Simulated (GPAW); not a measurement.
# Sb (R-3m) in GPAW: equation of state

How stiff is Sb in PBE, and what volume does it want? The cell is scaled to several volumes.

All numbers are computed with GPAW 26.7.0; they aren't measurements. Logs are shortened: lines on timing, memory, paths and dates and some standing lists are left out, and cuts for length are marked. The log counts tension as positive stress, the text compression.

## 1. Starting point

It takes space group R-3m (No. 166, trigonal). Conventional cell: a = 4.308 Å, b = 4.308 Å, c = 11.274 Å, α = 90.00°, β = 90.00°, γ = 120.00°. Sb (site symmetry 3m) has 3 Sb at 2.91 Å as nearest neighbours.

## 2. Equation of state, PBE

Contents of run.py:

```python
from ase.eos import EquationOfState
from ase.io import Trajectory, read
from ase.units import GPa
from gpaw import GPAW, PW

atoms = read('Sb.xyz')

traj = Trajectory('eos.traj', 'w')
volumes, energies = [], []
for x in [0.94, 0.96, 0.98, 1.0, 1.02, 1.04, 1.06]:
    a = atoms.copy()
    a.set_cell(atoms.cell * x**(1 / 3), scale_atoms=True)
    calc = GPAW(mode=PW(600),
                xc='PBE',
                kpts={'size': (8, 8, 8), 'gamma': True},
                occupations={'name': 'fermi-dirac', 'width': 0.05},
                nbands=25,
                convergence={'density': 1e-05, 'energy': 1e-05},
                maxiter=150,
                txt=f'eos-{x:.2f}.txt')
    a.calc = calc
    energies.append(a.get_potential_energy(force_consistent=True))
    volumes.append(a.get_volume())
    p = -a.get_stress()[:3].mean() / GPa
    calc.write(f'eos-{x:.2f}.gpw')
    traj.write(a)
    print(f'{x:.2f} {volumes[-1]:10.4f} A^3 {energies[-1]:14.6f} eV {p:9.3f} GPa', flush=True)

v0, e0, B = EquationOfState(volumes, energies, eos='birchmurnaghan').fit()
print(f'V0 = {v0:.4f} A^3, E0 = {e0:.6f} eV, B0 = {B / GPa:.2f} GPa')
```

Contents of Sb.xyz:

```xyz
2
Lattice="2.1542000000 1.2437279499 3.7580000000 -2.1542000000 1.2437279499 3.7580000000 0.0000000000 -2.4874558998 3.7580000000" Properties=species:S:1:pos:R:3 pbc="T T T"
Sb     0.0000000000      0.0000000000      8.6416337400
Sb     0.0000000000      0.0000000000      2.6323662600
```

Potentials or basis: GPAW PAW data sets (gpaw-data 1.2.1), pw.

On the command line:

```
$ OMP_NUM_THREADS=1 python run.py
```

Log:

```text
__  _  _
 | _ |_)|_||  |
 |__||  | ||/\| - 26.7.0

Input parameters:
  mode=PW(ecut=600.0),
  convergence={'density': 1e-05, 'energy': 1e-05},
  kpts=MonkhorstPack(size=(8, 8, 8), gamma=True),
  maxiter=150,
  nbands=25,
  occupations=Occupations(name='fermi-dirac', width=0.05),
  xc=XC(name='PBE')

Diagonalizing LCAO Hamiltonian
Converting LCAO to pw mode

       Sb

       Sb

Atoms  # Å, Bohr magnetons
|   | symbol |        x |        y |        z |    initial magnetic moments |
|---|--------|----------|----------|----------|-----------------------------|
| 0 |     Sb | 0.000000 | 0.000000 | 8.524841 | ( 0.0000,  0.0000,  0.0000) |
| 1 |     Sb | 0.000000 | 0.000000 | 2.596789 | ( 0.0000,  0.0000,  0.0000) |

Unit cell  # Å
| periodic |         x |         y |        z |  lengths |    angles |
|----------|-----------|-----------|----------|----------|-----------|
|      yes |  2.125086 |  1.226919 | 3.707210 | 4.445754 | 57.110173 |
|      yes | -2.125086 |  1.226919 | 3.707210 | 4.445754 | 57.110173 |
|      yes |  0.000000 | -2.453838 | 3.707210 | 4.445754 | 57.110173 |

Number of symmetries: 12
Symmetry operations  # r_c * U_cc + t_c -> r_c
|    | kind |            matrix            |
|----|------|------------------------------|
|  0 |  E   |  1, 0, 0,  0, 1, 0,  0, 0, 1 |
|  1 |  σ   |  1, 0, 0,  0, 0, 1,  0, 1, 0 |
|  2 |  σ   |  0, 1, 0,  1, 0, 0,  0, 0, 1 |
|  3 |  C3  |  0, 1, 0,  0, 0, 1,  1, 0, 0 |
|  4 |  C3  |  0, 0, 1,  1, 0, 0,  0, 1, 0 |
|  5 |  σ   |  0, 0, 1,  0, 1, 0,  1, 0, 0 |
|  6 |  C2  |  0, 0,-1,  0,-1, 0, -1, 0, 0 |
|  7 |  S6  |  0, 0,-1, -1, 0, 0,  0,-1, 0 |
|  8 |  S6  |  0,-1, 0,  0, 0,-1, -1, 0, 0 |
|  9 |  C2  |  0,-1, 0, -1, 0, 0,  0, 0,-1 |
| 10 |  C2  | -1, 0, 0,  0, 0,-1,  0,-1, 0 |
| 11 |  i   | -1, 0, 0,  0,-1, 0,  0, 0,-1 |

BZ-sampling:
  Number of BZ points: 512
  Number of IBZ points: 65

  Monkhorst-Pack size: [8, 8, 8]
  Monkhorst-Pack shift: [0.0625, 0.0625, 0.0625]

K-points  # in reciprocal-cell coordinates
|     |                                coordinates |     weight |
|-----|--------------------------------------------|------------|
|   0 | (  0.00000000,   0.00000000,   0.00000000) | 0.00195312 |
|   1 | (  0.12500000,   0.00000000,  -0.12500000) | 0.01171875 |
|   2 | (  0.12500000,   0.00000000,   0.00000000) | 0.01171875 |
|   3 | (  0.12500000,   0.12500000,  -0.12500000) | 0.01171875 |
|   4 | (  0.12500000,   0.12500000,   0.00000000) | 0.01171875 |
|   5 | (  0.12500000,   0.12500000,   0.12500000) | 0.00390625 |
|   6 | (  0.25000000,  -0.12500000,  -0.12500000) | 0.01171875 |
|   7 | (  0.25000000,   0.00000000,  -0.25000000) | 0.01171875 |
|   8 | (  0.25000000,   0.00000000,  -0.12500000) | 0.02343750 |
|   9 | (  0.25000000,   0.00000000,   0.00000000) | 0.01171875 |
| ... |                                            |            |
|  64 | (  0.50000000,   0.50000000,   0.50000000) | 0.00195312 |

Plane wave coefficients: 1970
Cutoff: 600.0 eV

Spin-components: 1 (collinear spins)
Bands:           25
Projectors:      12
Spin-degeneracy: 2
Datatype:        complex128

Density:
  Valence electrons: 30.0
  Components: 1
  Grid points: [27 27 27]
  Charge: 0.0  # |e|

Potential:
  Grid points: [27 27 27]

species:
  Sb:
    name:    Antimony
    Z:       51.0
    valence: 15
    core:    36
    charge:  0.0  # [|e|]
    compensation charges:
      type: gauss
      rc: 0.36  # [Å]
      lmax: 2
    cutoffs:
      filter: 2.23  # [Å]
      core: 2.23  # [Å]
    projectors
    | kind |    occ | energy [eV] | rcut [Å] |
    |------|--------|-------------|----------|
    |   5s |  2.000 |     -12.815 |    1.154 |
    |   5p |  3.000 |      -4.830 |    1.233 |
    |   4d | 10.000 |     -33.514 |    1.196 |
    |    s |        |      14.396 |    1.154 |
    |    p |        |      22.381 |    1.233 |
    |    d |        |      -6.303 |    1.196 |

    Using partial waves for Sb as LCAO basis

Reference energy: -352563.116496  # eV

eigensolver:
  PPCG
  Converge bands: occupied
  niter=2

density mixing:
  MSR1-Mixer
  Pratt-step length: 0.05
  Maximum mixing coefficient: 0.75
  Old densities: 10
  SVD Regularization: 0.005
  Good broyden scale: 1.0
  Trust region scale: 1.0
  Backstep threshold: 4.0
  History deletion threshold: 6.0
  Fourier metric: weight=20.0, sigma=0.015

occupation numbers:
  Fermi-Dirac:
    width: 0.0500  # eV

poisson solver:
  ecut: 4800.0  # eV

xc functional:
  name: PBE with 2 nearest neighbor stencil

convergence criteria:
- Maximum integral of absolute [dens]ity change: 1e-05 electrons / valence electron
- Maximum [total energy] change in last 3 cyles: 1e-05 eV / valence electron
- Maximum integral of absolute [eigenst]ate change: 4e-08 eV^2 / valence electron
maximum number of iterations: 150

SCF iterations
|iter     | |      energy | eigst |  dens |
|---------|-|-------------|-------|-------|
|iter:   1| |   -8.742806 | +0.42 |       |
|iter:   2| |   -8.751120 | -1.95 | -1.67 |
|iter:   3| |   -8.751632 | -2.74 | -1.69 |
|iter:   4| |   -8.753131 | -3.30 | -2.20 |
|iter:   5| |   -8.753353 | -4.50 | -2.96 |
|iter:   6| |   -8.753391c| -5.54 | -3.42 |
|iter:   7| |   -8.753392c| -6.85 | -4.31 |
|iter:   8| |   -8.753392c| -7.71c| -4.79 |
|iter:   9| |   -8.753392c| -8.74c| -5.95c|

Converged in 9 steps
Energy contributions relative to reference atoms: (reference = -352563.116496)

Energy contributions:
  Kinetic:           5.851438
  Coulomb:          -6.186276
  Zero:              0.356519
  External:          0.000000
  Xc:               -8.773584
  Entropy:          -0.002980
  Spinorbit:         0.000000
  ----------------------------
  Free energy:      -8.754882
  Extrapolated:     -8.753392

dipole moment: (0.000000, -0.000000, -0.000002)  # |e|*Ang

Fermi level: 7.553
Eigenvalues  # (at kpt = [0.000, 0.000, 0.000])
| band index |      eig [eV] | occ [0-2] |
|------------|---------------|-----------|
|          0 |       -22.097 |     2.000 |
|        ... |               |           |
|          7 |       -21.866 |     2.000 |
|          8 |       -21.778 |     2.000 |
|          9 |       -21.778 |     2.000 |
|         10 |        -5.588 |     2.000 |
|         11 |         2.871 |     2.000 |
|         12 |         5.269 |     2.000 |
[... 8 lines left out ...]
|         21 |        13.968 |     0.000 |
|         22 |        14.531 |     0.000 |
|        ... |               |           |
|         24 |        15.419 |     0.000 |

No gap
No difference between direct/indirect transitions

Stress tensor  # eV/Ang^3
|         x |         y |         z |
|-----------|-----------|-----------|
| -0.034126 | -0.000000 |  0.000000 |
|  0.000000 | -0.034126 | -0.000000 |
|  0.000000 | -0.000000 | -0.027575 |

# Writing to eos-0.96.gpw (mode='')
```

Wall time 12 min (1 thread of Arm Neoverse N1, shared host); peak memory 0.53 GiB.

Results:

* Equilibrium volume: 31.55 Å³/atom
* Bulk modulus at fixed shape and positions: 50 GPa
* Pressure derivative of the bulk modulus: 4.6

Energy against volume, from the lowest point:
| volume (Å³/atom) | energy (meV/atom) |
| --- | --- |
| 28.393 | 60.16 |
| 28.998 | 37.78 |
| 29.602 | 21.14 |
| 30.206 | 9.64 |
| 30.810 | 2.75 |
| 31.414 | 0.00 |
| 32.018 | 0.99 |

Caveat: the cell was scaled at fixed shape and fractional positions, which overstates the stiffness of a crystal with free parameters, most of all of layers and chains.
